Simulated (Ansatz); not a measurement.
**SiNi3: properties at the relaxed cell**

An exercise on one series of results from a longer session: the logs are not shown, and one member is left open.

The COD entry's cell or inner coordinates are ideal or old and differ from later refinements, so a difference from it is no clean test against experiment.

Computed with Ansatz 0.2.0 (DFT PBE, scalar-relativistic, plane waves, PAW, unless a step's input says otherwise).

1 further run of the same task is left out (set aside as unsound or not needed).

### Starting point

It takes space group Pm-3m (No. 221, cubic). Conventional cell: a = 3.506 Å, b = 3.506 Å, c = 3.506 Å, α = 90.00°, β = 90.00°, γ = 90.00°. Si (site symmetry m-3m) has 12 Ni at 2.48 Å as nearest neighbours. Ni (site symmetry 4/mmm) has 4 Si at 2.48 Å and 8 Ni at 2.48 Å as nearest neighbours.

Coordinates:

```cif
data_structure
_symmetry_space_group_name_H-M 'Pm-3m'
_symmetry_Int_Tables_number 221
_cell_length_a 3.5063
_cell_length_b 3.5063
_cell_length_c 3.5063
_cell_angle_alpha 90.000
_cell_angle_beta 90.000
_cell_angle_gamma 90.000
_cell_volume 43.11
loop_
_atom_site_label
_atom_site_type_symbol
_atom_site_symmetry_multiplicity
_atom_site_Wyckoff_symbol
_atom_site_fract_x
_atom_site_fract_y
_atom_site_fract_z
_atom_site_occupancy
Si1 Si 1 a 0.00000 0.00000 0.00000 1
Ni1 Ni 3 c 0.00000 0.50000 0.50000 1
```

This cell was relaxed beforehand with the same method: volume 10.78 Å³/atom, gap on the mesh none (metal).

The first run:

Input file input.yaml:

```yaml
crystal:
  lattice:
    - [3.5062675376, 0.0, 0.0]
    - [0.0, 3.5062675376, 0.0]
    - [0.0, 0.0, 3.5062675376]
  atoms:
    - { symbol: Si, position: [0.0, 0.0, 0.0] }
    - { symbol: Ni, position: [0.0, 0.5, 0.5] }
    - { symbol: Ni, position: [0.5, 0.0, 0.5] }
    - { symbol: Ni, position: [0.5, 0.5, 0.0] }
basis:
  ecutwfc: 420
kpoints:
  mp_grid: { grid: [12, 12, 12] }
  band_path:
    path:
      - [[0.0, 0.0, 0.0], [0.0, 0.5, 0.0], [0.5, 0.5, 0.0], [0.0, 0.0, 0.0], [0.5, 0.5, 0.5], [0.0, 0.5, 0.0]]
      - [[0.5, 0.5, 0.5], [0.5, 0.5, 0.0]]
    npoints: 14
hamiltonian:
  xc: pbe
scf:
  occupations: { method: gaussian, width: 0.1 }
  n_extra_bands: 10
output:
  forces: true
  stress: true
  eigenvalues: true
  populations: true
  dos: { projected: true, de: 0.02, nscf_kmesh: { grid: [18, 18, 18] } }
  bader: true
  write_density: true
  write_potential: true
  elf: true
  volumetric_format: npy
```

Started as:

```
ansatz run input.yaml --threads 1 --pin off --max-ram 2560MiB --backend cpu --events-out ev --progress --plain --runs-dir out
```

Among the steps run: Bands, states and charges; Point at V/V0 = 0.97; Volume × 1.03; Point at V/V0 = 0.94; Point at V/V0 = 1.06.

One table of the session follows, with a row left open; its other results are not shown here.

It belongs to the step «Fit of the equation of state». 

| volume (Å³/atom) | energy above the lowest point (meV/atom) | pressure (GPa) |
| --- | --- | --- |
| 10.130 | 29.1 | 15.32 |
| 10.453 | ? | ? |
| 10.776 | 0.0 | 0.01 |
| 11.100 | 6.1 | -5.88 |
| 11.423 | 23.1 | -10.82 |

**Question.** Estimate the row for volume (Å³/atom) = 10.453.

Worked estimate for «energy above the lowest point (meV/atom)». A straight line through the neighbours (10.130, 29.1) and (10.776, 0.0) gives 29.1 + (0.0 − 29.1) × (10.453 − 10.130) / (10.776 − 10.130) = 14.6; a parabola fitted to 3 rows on both sides gives 7.7.

The run gave: energy above the lowest point (meV/atom): 6.8; pressure (GPa): 7.01. In «energy above the lowest point (meV/atom)» the line misses by +7.8 and the parabola by +0.9.

To keep in mind: Spin polarisation is off in the runs that give these values; a magnetic solution could lie lower.
